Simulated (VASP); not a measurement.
# Na (I4/mmm) in VASP: a series of runs, part 2 of 6

VASP 6.6.1. The steps go on from the part before.

## (16) Equation of state, PBE, 36.49 Å³/atom

File INCAR:

```
  PREC = Accurate
  ENCUT = 220
  EDIFF = 1E-6
  ISMEAR = 1
  SIGMA = 0.1
  LREAL = False
  LASPH = True
  NELM = 100
  ALGO = Normal
  ISIF = 2
  LWAVE = False
  LCHARG = False
  GGA = PE
  ADDGRID = False
```

File KPOINTS:

```
regular mesh
0
Gamma
  4 4 4
```

File POSCAR:

```
Na
1.0
   -1.8692161286      1.8692161286      2.6106357002
    1.8692161286     -1.8692161286      2.6106357002
    1.8692161286      1.8692161286     -2.6106357002
Na
1
Direct
    0.0000000000      0.0000000000      0.0000000000
```

Started as:

```bash
$ cat potpaw_PBE.64/Na_pv/POTCAR > POTCAR
$ mpirun -np 1 vasp_std > vasp.out
```

Run time: 1 s. Hardware: 1 thread of AMD EPYC 9R45 (Zen 5), shared host; peak memory 0.08 GiB.

The run converged, but a check on its numbers failed (symmetry, net force, bounds or a known fault of this set-up), so they aren't taken as properties of the crystal.

Caveat: the k mesh is coarse (spacing up to 0.59 Å⁻¹), so the values aren't converged; the cutoff lies under the usual one of these potentials, so the numbers hold a large basis-set error.

## (17) Equation of state, PBE, 38.74 Å³/atom

INCAR is that of step 16.

KPOINTS is that of step 16.

File POSCAR:

```
Na
1.0
   -1.9069882473      1.9069882473      2.6633900286
    1.9069882473     -1.9069882473      2.6633900286
    1.9069882473      1.9069882473     -2.6633900286
Na
1
Direct
    0.0000000000      0.0000000000      0.0000000000
```

Started as:

```bash
$ cat potpaw_PBE.64/Na_pv/POTCAR > POTCAR
$ mpirun -np 1 vasp_std > vasp.out
```

Wall time 1 s (1 thread of AMD EPYC 9R45 (Zen 5), shared host); peak memory 0.08 GiB.

The run converged, but a check on its numbers failed (symmetry, net force, bounds or a known fault of this set-up), so they aren't taken as properties of the crystal.

Caveat: the k mesh is coarse (spacing up to 0.58 Å⁻¹), so the values aren't converged; the cutoff lies under the usual one of these potentials, so the numbers hold a large basis-set error.

## (18) Equation of state, PBE, 36.49 Å³/atom

Changes to INCAR since step 17:

```diff
@@ -1,3 +1,3 @@
   PREC = Accurate
-  ENCUT = 220
+  ENCUT = 280
   EDIFF = 1E-6
```

KPOINTS is that of step 17.

File POSCAR:

```
Na
1.0
   -1.8692161286      1.8692161286      2.6106357002
    1.8692161286     -1.8692161286      2.6106357002
    1.8692161286      1.8692161286     -2.6106357002
Na
1
Direct
    0.0000000000      0.0000000000      0.0000000000
```

Potentials or basis: VASP PAW PBE potentials, release 64 (Na_pv).

Started as:

```bash
$ cat potpaw_PBE.64/Na_pv/POTCAR > POTCAR
$ mpirun -np 1 vasp_std > vasp.out
```

Wall time 1 s (1 thread of AMD EPYC 9R45 (Zen 5), shared host); peak memory 0.08 GiB.

These settings aren't checked as converged: the numbers below hold their error.

What came out:

```
Free energy            : -1.2034 eV
Band gap on the k mesh : none (metal or under the smearing width)
```

Caveat: the k mesh is coarse (spacing up to 0.59 Å⁻¹), so the values aren't converged; the cutoff is under 1.25 times the usual one of these potentials, so pressure, stress and relaxed cells hold a basis-set (Pulay) error.

## (19) Equation of state, PBE, 38.74 Å³/atom

INCAR is that of step 18.

KPOINTS is that of step 18.

File POSCAR:

```
Na
1.0
   -1.9069882473      1.9069882473      2.6633900286
    1.9069882473     -1.9069882473      2.6633900286
    1.9069882473      1.9069882473     -2.6633900286
Na
1
Direct
    0.0000000000      0.0000000000      0.0000000000
```

Started as:

```bash
$ cat potpaw_PBE.64/Na_pv/POTCAR > POTCAR
$ mpirun -np 1 vasp_std > vasp.out
```

Wall time 1.3 s (1 thread of AMD EPYC 9R45 (Zen 5), shared host); peak memory 0.09 GiB.

These settings aren't checked as converged: the numbers below hold their error.

Results:

| Property | Result |
| --- | --- |
| Free energy | -1.2054 eV |
| Band gap on the k mesh | none (metal or under the smearing width) |

Caveat: the k mesh is coarse (spacing up to 0.58 Å⁻¹), so the values aren't converged; the cutoff is under 1.25 times the usual one of these potentials, so pressure, stress and relaxed cells hold a basis-set (Pulay) error.

## (20) Equation of state, PBE, 36.49 Å³/atom

Changes to INCAR since step 19:

```diff
@@ -1,3 +1,3 @@
   PREC = Accurate
-  ENCUT = 280
+  ENCUT = 340
   EDIFF = 1E-6
```

KPOINTS is that of step 19.

File POSCAR:

```
Na
1.0
   -1.8692161286      1.8692161286      2.6106357002
    1.8692161286     -1.8692161286      2.6106357002
    1.8692161286      1.8692161286     -2.6106357002
Na
1
Direct
    0.0000000000      0.0000000000      0.0000000000
```

Started as:

```bash
$ cat potpaw_PBE.64/Na_pv/POTCAR > POTCAR
$ mpirun -np 1 vasp_std > vasp.out
```

Wall time 1.3 s (1 thread of AMD EPYC 9R45 (Zen 5), shared host); peak memory 0.09 GiB.

The run converged, but some of its settings lie outside the range that counts as converged, so its numbers aren't taken as properties of the crystal.

What came out:

```
Free energy            : -1.2049 eV
Pressure               : 0.3 GPa
Band gap on the k mesh : none (metal or under the smearing width)
```

Caveat: the k mesh is coarse (spacing up to 0.59 Å⁻¹), so the values aren't converged.

## (21) Equation of state, PBE, 38.74 Å³/atom

INCAR is that of step 20.

KPOINTS is that of step 20.

File POSCAR:

```
Na
1.0
   -1.9069882473      1.9069882473      2.6633900286
    1.9069882473     -1.9069882473      2.6633900286
    1.9069882473      1.9069882473     -2.6633900286
Na
1
Direct
    0.0000000000      0.0000000000      0.0000000000
```

Potentials or basis: VASP PAW PBE potentials, release 64 (Na_pv).

Started as:

```bash
$ cat potpaw_PBE.64/Na_pv/POTCAR > POTCAR
$ mpirun -np 1 vasp_std > vasp.out
```

Wall time 1.3 s (1 thread of AMD EPYC 9R45 (Zen 5), shared host); peak memory 0.09 GiB.

These settings aren't checked as converged: the numbers below hold their error.

Results:

| Quantity | Value |
| --- | --- |
| Free energy | -1.2072 eV |
| Pressure | -0.2 GPa |
| Band gap on the k mesh | none (metal or under the smearing width) |

Caveat: the k mesh is coarse (spacing up to 0.58 Å⁻¹), so the values aren't converged.

## (22) Equation of state, PBE, 36.49 Å³/atom

Changes to INCAR since step 21:

```diff
@@ -1,3 +1,3 @@
   PREC = Accurate
-  ENCUT = 340
+  ENCUT = 220
   EDIFF = 1E-6
```

File KPOINTS:

```
regular mesh
0
Gamma
  5 5 5
```

File POSCAR:

```
Na
1.0
   -1.8692161286      1.8692161286      2.6106357002
    1.8692161286     -1.8692161286      2.6106357002
    1.8692161286      1.8692161286     -2.6106357002
Na
1
Direct
    0.0000000000      0.0000000000      0.0000000000
```

Started as:

```bash
$ cat potpaw_PBE.64/Na_pv/POTCAR > POTCAR
$ mpirun -np 1 vasp_std > vasp.out
```

Wall time 1.1 s (1 thread of AMD EPYC 9R45 (Zen 5), shared host); peak memory 0.08 GiB.

The run converged, but a check on its numbers failed (symmetry, net force, bounds or a known fault of this set-up), so they aren't taken as properties of the crystal.

Caveat: the k mesh is coarse (spacing up to 0.48 Å⁻¹), so the values aren't converged; the cutoff lies under the usual one of these potentials, so the numbers hold a large basis-set error.

## (23) Equation of state, PBE, 38.74 Å³/atom

INCAR is that of step 22.

KPOINTS is that of step 22.

File POSCAR:

```
Na
1.0
   -1.9069882473      1.9069882473      2.6633900286
    1.9069882473     -1.9069882473      2.6633900286
    1.9069882473      1.9069882473     -2.6633900286
Na
1
Direct
    0.0000000000      0.0000000000      0.0000000000
```

Started as:

```bash
$ cat potpaw_PBE.64/Na_pv/POTCAR > POTCAR
$ mpirun -np 1 vasp_std > vasp.out
```

It took 1.1 s on 1 thread of AMD EPYC 9R45 (Zen 5), shared host; peak memory 0.08 GiB.

The run converged, but a check on its numbers failed (symmetry, net force, bounds or a known fault of this set-up), so they aren't taken as properties of the crystal.

Caveat: the k mesh is coarse (spacing up to 0.47 Å⁻¹), so the values aren't converged; the cutoff lies under the usual one of these potentials, so the numbers hold a large basis-set error.

## (24) Equation of state, PBE, 36.49 Å³/atom

Changes to INCAR since step 23:

```diff
@@ -1,3 +1,3 @@
   PREC = Accurate
-  ENCUT = 220
+  ENCUT = 280
   EDIFF = 1E-6
```

KPOINTS is that of step 23.

File POSCAR:

```
Na
1.0
   -1.8692161286      1.8692161286      2.6106357002
    1.8692161286     -1.8692161286      2.6106357002
    1.8692161286      1.8692161286     -2.6106357002
Na
1
Direct
    0.0000000000      0.0000000000      0.0000000000
```

Potentials or basis: VASP PAW PBE potentials, release 64 (Na_pv).

Started as:

```bash
$ cat potpaw_PBE.64/Na_pv/POTCAR > POTCAR
$ mpirun -np 1 vasp_std > vasp.out
```

Run time: 1.2 s. Hardware: 1 thread of AMD EPYC 9R45 (Zen 5), shared host; peak memory 0.08 GiB.

These settings aren't checked as converged: the numbers below hold their error.

Results:

```yaml
Free_energy: -1.3551 eV
Band_gap_on_the_k_mesh: none (metal or under the smearing width)
```

Caveat: the k mesh is coarse (spacing up to 0.48 Å⁻¹), so the values aren't converged; the cutoff is under 1.25 times the usual one of these potentials, so pressure, stress and relaxed cells hold a basis-set (Pulay) error.

## (25) Equation of state, PBE, 38.74 Å³/atom

INCAR is that of step 24.

KPOINTS is that of step 24.

File POSCAR:

```
Na
1.0
   -1.9069882473      1.9069882473      2.6633900286
    1.9069882473     -1.9069882473      2.6633900286
    1.9069882473      1.9069882473     -2.6633900286
Na
1
Direct
    0.0000000000      0.0000000000      0.0000000000
```

Started as:

```bash
$ cat potpaw_PBE.64/Na_pv/POTCAR > POTCAR
$ mpirun -np 1 vasp_std > vasp.out
```

Run time: 1.5 s. Hardware: 1 thread of AMD EPYC 9R45 (Zen 5), shared host; peak memory 0.09 GiB.

These settings aren't checked as converged: the numbers below hold their error.

Results:

```yaml
Free_energy: -1.3517 eV
Band_gap_on_the_k_mesh: none (metal or under the smearing width)
```

Caveat: the k mesh is coarse (spacing up to 0.47 Å⁻¹), so the values aren't converged; the cutoff is under 1.25 times the usual one of these potentials, so pressure, stress and relaxed cells hold a basis-set (Pulay) error.

## (26) Equation of state, PBE, 36.49 Å³/atom

Changes to INCAR since step 25:

```diff
@@ -1,3 +1,3 @@
   PREC = Accurate
-  ENCUT = 280
+  ENCUT = 460
   EDIFF = 1E-6
```

File KPOINTS:

```
regular mesh
0
Gamma
  4 4 4
```

File POSCAR:

```
Na
1.0
   -1.8692161286      1.8692161286      2.6106357002
    1.8692161286     -1.8692161286      2.6106357002
    1.8692161286      1.8692161286     -2.6106357002
Na
1
Direct
    0.0000000000      0.0000000000      0.0000000000
```

Started as:

```bash
$ cat potpaw_PBE.64/Na_pv/POTCAR > POTCAR
$ mpirun -np 1 vasp_std > vasp.out
```

Wall time 1.8 s (1 thread of AMD EPYC 9R45 (Zen 5), shared host); peak memory 0.11 GiB.

The run converged, but some of its settings lie outside the range that counts as converged, so its numbers aren't taken as properties of the crystal.

What came out:

| Item | Value |
| --- | --- |
| Free energy | -1.2040 eV |
| Pressure | 0.3 GPa |
| Band gap on the k mesh | none (metal or under the smearing width) |

Caveat: the k mesh is coarse (spacing up to 0.59 Å⁻¹), so the values aren't converged.

## (27) Equation of state, PBE, 38.74 Å³/atom

INCAR is that of step 26.

KPOINTS is that of step 26.

File POSCAR:

```
Na
1.0
   -1.9069882473      1.9069882473      2.6633900286
    1.9069882473     -1.9069882473      2.6633900286
    1.9069882473      1.9069882473     -2.6633900286
Na
1
Direct
    0.0000000000      0.0000000000      0.0000000000
```

Potentials or basis: VASP PAW PBE potentials, release 64 (Na_pv).

Started as:

```bash
$ cat potpaw_PBE.64/Na_pv/POTCAR > POTCAR
$ mpirun -np 1 vasp_std > vasp.out
```

Wall time 1.8 s (1 thread of AMD EPYC 9R45 (Zen 5), shared host); peak memory 0.11 GiB.

These settings aren't checked as converged: the numbers below hold their error.

What came out:

```
Free energy            : -1.2064 eV
Pressure               : -0.2 GPa
Band gap on the k mesh : none (metal or under the smearing width)
```

Caveat: the k mesh is coarse (spacing up to 0.58 Å⁻¹), so the values aren't converged.

## (28) Equation of state, PBE, 36.49 Å³/atom

Changes to INCAR since step 27:

```diff
@@ -1,3 +1,3 @@
   PREC = Accurate
-  ENCUT = 460
+  ENCUT = 520
   EDIFF = 1E-6
```

KPOINTS is that of step 27.

File POSCAR:

```
Na
1.0
   -1.8692161286      1.8692161286      2.6106357002
    1.8692161286     -1.8692161286      2.6106357002
    1.8692161286      1.8692161286     -2.6106357002
Na
1
Direct
    0.0000000000      0.0000000000      0.0000000000
```

Started as:

```bash
$ cat potpaw_PBE.64/Na_pv/POTCAR > POTCAR
$ mpirun -np 1 vasp_std > vasp.out
```

Wall time 1.9 s (1 thread of AMD EPYC 9R45 (Zen 5), shared host); peak memory 0.11 GiB.

These settings aren't checked as converged: the numbers below hold their error.

Results:

* Free energy: -1.2041 eV
* Pressure: 0.4 GPa
* Band gap on the k mesh: none (metal or under the smearing width)

Caveat: the k mesh is coarse (spacing up to 0.59 Å⁻¹), so the values aren't converged.

## (29) Equation of state, PBE, 38.74 Å³/atom

INCAR is that of step 28.

KPOINTS is that of step 28.

File POSCAR:

```
Na
1.0
   -1.9069882473      1.9069882473      2.6633900286
    1.9069882473     -1.9069882473      2.6633900286
    1.9069882473      1.9069882473     -2.6633900286
Na
1
Direct
    0.0000000000      0.0000000000      0.0000000000
```

Started as:

```bash
$ cat potpaw_PBE.64/Na_pv/POTCAR > POTCAR
$ mpirun -np 1 vasp_std > vasp.out
```

Run time: 1.9 s. Hardware: 1 thread of AMD EPYC 9R45 (Zen 5), shared host; peak memory 0.11 GiB.

The run converged, but some of its settings lie outside the range that counts as converged, so its numbers aren't taken as properties of the crystal.

Results:

```yaml
Free_energy: -1.2065 eV
Pressure: -0.1 GPa
Band_gap_on_the_k_mesh: none (metal or under the smearing width)
```

Caveat: the k mesh is coarse (spacing up to 0.58 Å⁻¹), so the values aren't converged.

## (30) Equation of state, PBE, 36.49 Å³/atom

Changes to INCAR since step 29:

```diff
@@ -1,3 +1,3 @@
   PREC = Accurate
-  ENCUT = 520
+  ENCUT = 340
   EDIFF = 1E-6
```

File KPOINTS:

```
regular mesh
0
Gamma
  5 5 5
```

File POSCAR:

```
Na
1.0
   -1.8692161286      1.8692161286      2.6106357002
    1.8692161286     -1.8692161286      2.6106357002
    1.8692161286      1.8692161286     -2.6106357002
Na
1
Direct
    0.0000000000      0.0000000000      0.0000000000
```

Potentials or basis: VASP PAW PBE potentials, release 64 (Na_pv).

Started as:

```bash
$ cat potpaw_PBE.64/Na_pv/POTCAR > POTCAR
$ mpirun -np 1 vasp_std > vasp.out
```

Run time: 1.5 s. Hardware: 1 thread of AMD EPYC 9R45 (Zen 5), shared host; peak memory 0.09 GiB.

The run converged, but some of its settings lie outside the range that counts as converged, so its numbers aren't taken as properties of the crystal.

Results:

```
Free energy            : -1.3568 eV
Pressure               : -0.1 GPa
Band gap on the k mesh : none (metal or under the smearing width)
```

Caveat: the k mesh is coarse (spacing up to 0.48 Å⁻¹), so the values aren't converged.

## (31) Equation of state, PBE, 38.74 Å³/atom

INCAR is that of step 30.

KPOINTS is that of step 30.

File POSCAR:

```
Na
1.0
   -1.9069882473      1.9069882473      2.6633900286
    1.9069882473     -1.9069882473      2.6633900286
    1.9069882473      1.9069882473     -2.6633900286
Na
1
Direct
    0.0000000000      0.0000000000      0.0000000000
```

Started as:

```bash
$ cat potpaw_PBE.64/Na_pv/POTCAR > POTCAR
$ mpirun -np 1 vasp_std > vasp.out
```

Run time: 1.5 s. Hardware: 1 thread of AMD EPYC 9R45 (Zen 5), shared host; peak memory 0.09 GiB.

These settings aren't checked as converged: the numbers below hold their error.

Results:

```yaml
Free_energy: -1.3537 eV
Pressure: -0.5 GPa
Band_gap_on_the_k_mesh: none (metal or under the smearing width)
```

Caveat: the k mesh is coarse (spacing up to 0.47 Å⁻¹), so the values aren't converged.

## (32) Equation of state, PBE, 36.49 Å³/atom

Changes to INCAR since step 31:

```diff
@@ -1,3 +1,3 @@
   PREC = Accurate
-  ENCUT = 340
+  ENCUT = 650
   EDIFF = 1E-6
```

File KPOINTS:

```
regular mesh
0
Gamma
  4 4 4
```

File POSCAR:

```
Na
1.0
   -1.8692161286      1.8692161286      2.6106357002
    1.8692161286     -1.8692161286      2.6106357002
    1.8692161286      1.8692161286     -2.6106357002
Na
1
Direct
    0.0000000000      0.0000000000      0.0000000000
```

Started as:

```bash
$ cat potpaw_PBE.64/Na_pv/POTCAR > POTCAR
$ mpirun -np 1 vasp_std > vasp.out
```

It took 2.3 s on 1 thread of AMD EPYC 9R45 (Zen 5), shared host; peak memory 0.13 GiB.

These settings aren't checked as converged: the numbers below hold their error.

Results:

```yaml
Free_energy: -1.2040 eV
Pressure: 0.4 GPa
Band_gap_on_the_k_mesh: none (metal or under the smearing width)
```

Caveat: the k mesh is coarse (spacing up to 0.59 Å⁻¹), so the values aren't converged.

## (33) Equation of state, PBE, 38.74 Å³/atom

INCAR is that of step 32.

KPOINTS is that of step 32.

File POSCAR:

```
Na
1.0
   -1.9069882473      1.9069882473      2.6633900286
    1.9069882473     -1.9069882473      2.6633900286
    1.9069882473      1.9069882473     -2.6633900286
Na
1
Direct
    0.0000000000      0.0000000000      0.0000000000
```

Potentials or basis: VASP PAW PBE potentials, release 64 (Na_pv).

Started as:

```bash
$ cat potpaw_PBE.64/Na_pv/POTCAR > POTCAR
$ mpirun -np 1 vasp_std > vasp.out
```

It took 2.3 s on 1 thread of AMD EPYC 9R45 (Zen 5), shared host; peak memory 0.13 GiB.

These settings aren't checked as converged: the numbers below hold their error.

Results:

* Free energy: -1.2064 eV
* Pressure: -0.1 GPa
* Band gap on the k mesh: none (metal or under the smearing width)

Caveat: the k mesh is coarse (spacing up to 0.58 Å⁻¹), so the values aren't converged.

## (34) Equation of state, PBE, 36.49 Å³/atom

Changes to INCAR since step 33:

```diff
@@ -1,3 +1,3 @@
   PREC = Accurate
-  ENCUT = 650
+  ENCUT = 460
   EDIFF = 1E-6
```

File KPOINTS:

```
regular mesh
0
Gamma
  5 5 5
```

File POSCAR:

```
Na
1.0
   -1.8692161286      1.8692161286      2.6106357002
    1.8692161286     -1.8692161286      2.6106357002
    1.8692161286      1.8692161286     -2.6106357002
Na
1
Direct
    0.0000000000      0.0000000000      0.0000000000
```

Started as:

```bash
$ cat potpaw_PBE.64/Na_pv/POTCAR > POTCAR
$ mpirun -np 1 vasp_std > vasp.out
```

It took 2.2 s on 1 thread of AMD EPYC 9R45 (Zen 5), shared host; peak memory 0.11 GiB.

These settings aren't checked as converged: the numbers below hold their error.

What came out:

| Quantity | Value |
| --- | --- |
| Free energy | -1.3560 eV |
| Pressure | -0.1 GPa |
| Band gap on the k mesh | none (metal or under the smearing width) |

Caveat: the k mesh is coarse (spacing up to 0.48 Å⁻¹), so the values aren't converged.

## (35) Equation of state, PBE, 38.74 Å³/atom

INCAR is that of step 34.

KPOINTS is that of step 34.

File POSCAR:

```
Na
1.0
   -1.9069882473      1.9069882473      2.6633900286
    1.9069882473     -1.9069882473      2.6633900286
    1.9069882473      1.9069882473     -2.6633900286
Na
1
Direct
    0.0000000000      0.0000000000      0.0000000000
```

Started as:

```bash
$ cat potpaw_PBE.64/Na_pv/POTCAR > POTCAR
$ mpirun -np 1 vasp_std > vasp.out
```

Run time: 2.2 s. Hardware: 1 thread of AMD EPYC 9R45 (Zen 5), shared host; peak memory 0.11 GiB.

These settings aren't checked as converged: the numbers below hold their error.

Results:

* Free energy: -1.3529 eV
* Pressure: -0.5 GPa
* Band gap on the k mesh: none (metal or under the smearing width)

Caveat: the k mesh is coarse (spacing up to 0.47 Å⁻¹), so the values aren't converged.

## (36) Equation of state, PBE, 36.49 Å³/atom

Changes to INCAR since step 35:

```diff
@@ -4,3 +4,3 @@
   ISMEAR = 1
-  SIGMA = 0.1
+  SIGMA = 0.4
   LREAL = False
```

KPOINTS is that of step 35.

File POSCAR:

```
Na
1.0
   -1.8692161286      1.8692161286      2.6106357002
    1.8692161286     -1.8692161286      2.6106357002
    1.8692161286      1.8692161286     -2.6106357002
Na
1
Direct
    0.0000000000      0.0000000000      0.0000000000
```

Potentials or basis: VASP PAW PBE potentials, release 64 (Na_pv).

Started as:

```bash
$ cat potpaw_PBE.64/Na_pv/POTCAR > POTCAR
$ mpirun -np 1 vasp_std > vasp.out
```

It took 2.2 s on 1 thread of AMD EPYC 9R45 (Zen 5), shared host; peak memory 0.11 GiB.

The run converged, but some of its settings lie outside the range that counts as converged, so its numbers aren't taken as properties of the crystal.

Results:

* Free energy: -1.3561 eV
* Pressure: -0.1 GPa
* Band gap on the k mesh: none (metal or under the smearing width)

Caveat: the k mesh is coarse (spacing up to 0.48 Å⁻¹), so the values aren't converged.

## (37) Equation of state, PBE, 38.74 Å³/atom

INCAR is that of step 36.

KPOINTS is that of step 36.

File POSCAR:

```
Na
1.0
   -1.9069882473      1.9069882473      2.6633900286
    1.9069882473     -1.9069882473      2.6633900286
    1.9069882473      1.9069882473     -2.6633900286
Na
1
Direct
    0.0000000000      0.0000000000      0.0000000000
```

Started as:

```bash
$ cat potpaw_PBE.64/Na_pv/POTCAR > POTCAR
$ mpirun -np 1 vasp_std > vasp.out
```

It took 2.2 s on 1 thread of AMD EPYC 9R45 (Zen 5), shared host; peak memory 0.11 GiB.

These settings aren't checked as converged: the numbers below hold their error.

What came out:

```
Free energy            : -1.3526 eV
Pressure               : -0.6 GPa
Band gap on the k mesh : none (metal or under the smearing width)
```

Caveat: the k mesh is coarse (spacing up to 0.47 Å⁻¹), so the values aren't converged.

(Part 2 of 6 ends here.)
